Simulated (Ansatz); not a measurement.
A single-point run of Ansatz (plane waves, PAW) on MoS2 (started from an entry of an open crystallographic database), with the lines that name the functional removed. The cell was relaxed with r2SCAN+rVV10 and then strained (uniaxial -2.74 % along x, other directions held), with the atoms relaxed again with r2SCAN+rVV10; k points keep the names of the unstrained zone.

```
Mo S
1.0
     3.08608    0.00000    0.00000
    -1.54304    2.74792    0.00000
     0.00000    0.00000   12.43591
Mo S
2 4
Direct
  0.33331 0.66663 0.25000
  0.66669 0.33337 0.75000
  0.33483 0.66966 0.62380
  0.66517 0.33034 0.12380
  0.33483 0.66966 0.87620
  0.66517 0.33034 0.37620
```

```
Pseudopotential: Mo, paw, valence charge 14, recommended cutoff 420 eV
Pseudopotential: S, paw, valence charge 6, recommended cutoff 420 eV
Crystal: 6 atoms, lattice volume = 105.460 Å³
Basis set: ecut = 420 eV, 2041 PW (Γ)
Bands: 31, of which v1, the nominal top of the filled ones, is band 26 counted from 1 (25 counted from 0)
Symmetry: 8 space group operations
Space group: Cmcm (ITA 63)
k-points: 86 of 288
preconditioner: auto → Resta (q_TF=auto, 2.425 Å⁻¹)  ε∞=8.9  [insulator: Δε(μ)=0.952 eV  σ=0.020 eV  ℏωp=21.7 eV]
SCF converged after 7 iterations
Free energy (F): -13525.469480 eV
Fermi energy:    11.507259 eV
--- Forces (eV/Å), atoms counted from 1 ---
  atom   1  Mo      0.00000      0.01792      0.00000
  atom   2  Mo      0.00000    -0.01792      0.00000
  atom   3  S       0.00000      0.00975    -0.12312
  atom   4  S       0.00000    -0.00975    -0.12312
  atom   5  S       0.00000      0.00975      0.12312
  atom   6  S       0.00000    -0.00975      0.12312
--- Stress (GPa, compression-positive) ---
        8.688328       0.000000       0.000000
        0.000000       3.536753       0.000000
        0.000000       0.000000       3.804354
  P = ⅓ Tr σ = 5.3431 GPa (53.431 kbar)
--- Band table (eV; the first three rows and the last of 86) ---
  k-point 0: bands = […, 8.9709, 9.1334, 9.1709, 9.7892, 9.8617, 11.0428, 13.2690, 13.2951, 13.3785, 13.4408, …]
  k-point 1: bands = […, 8.9602, 8.9602, 9.1521, 9.1521, 10.7531, 10.7531, 13.2723, 13.2723, 13.4478, 13.4478, …]
  k-point 2: bands = […, 8.9704, 9.0120, 9.0500, 9.8718, 9.9734, 10.8444, 13.1707, 13.1824, 13.2128, 13.2561, …]
  k-point 85: bands = […, 7.5960, 7.5960, 8.7759, 8.7759, 9.8869, 9.8869, 12.6830, 12.6830, 13.4816, 13.4816, …]
```

bands.tsv, columns around the gap (it counts bands from 0):
```tsv
# k_distance	band_21	band_22	band_23	band_24	band_25	band_26	band_27	band_28	band_29
# fermi_ev = 11.507259
# [0, 0, 0] at k_distance = 0.000000
# [0.5, 0, 0] at k_distance = 1.167503
# [0.3333333333, 0.3333333333, 0] at k_distance = 1.832264
# [0, 0, 0.5] at k_distance = 3.185575
# [0.5, 0, 0.5] at k_distance = 4.353078
# [0.3333333333, 0.3333333333, 0.5] at k_distance = 5.017839
# [0.354167, -0.177083, 0] at k_distance = 6.189448
# levels_relative_to = fermi_ev
0.000	-2.374	-2.336	-1.718	-1.646	-0.464	1.762	1.788	1.871	1.934
1.168	-2.906	-2.092	-1.909	-1.716	-1.634	1.368	1.395	1.780	2.081
1.832	-4.193	-3.186	-3.128	-1.114	-0.955	0.829	0.832	1.465	2.444
3.186	-2.547	-2.355	-2.355	-0.754	-0.754	1.765	1.765	1.941	1.941
4.353	-3.031	-2.000	-2.000	-1.671	-1.671	1.381	1.381	1.939	1.939
5.018	-3.882	-3.314	-3.314	-1.043	-1.043	0.832	0.832	1.908	1.908
6.189	-2.978	-2.200	-2.040	-1.934	-1.923	0.476	1.291	1.450	1.575
```
In order the rows are Γ, M, K, A, L, H, Γ–K (0.53).

Q: Which functional gave these numbers?
A. LDA
B. r2SCAN
C. PBE
D. PBE0

A: C. PBE. There is no exchange loop, so no exact exchange. The PBE gap is indirect, 0.94 eV (Γ to Γ–K (0.53 of the way from Γ)), below the direct gap of 1.78 eV at K. Within one family of functionals the choice rests on the size of the gap and stress, not on a line of the log.

Command: `ansatz run input.yaml --threads 4 --pin off --max-ram 4608MiB --backend cpu --events-out ev --progress --plain --runs-dir out`. It took 5.5 s on 4 threads of Arm Neoverse V1, on a shared host, load about 0.4 per core; peak host memory 0.54 GiB.

No spin polarisation and no zero-point or thermal motion.

Spin-orbit coupling is left out.
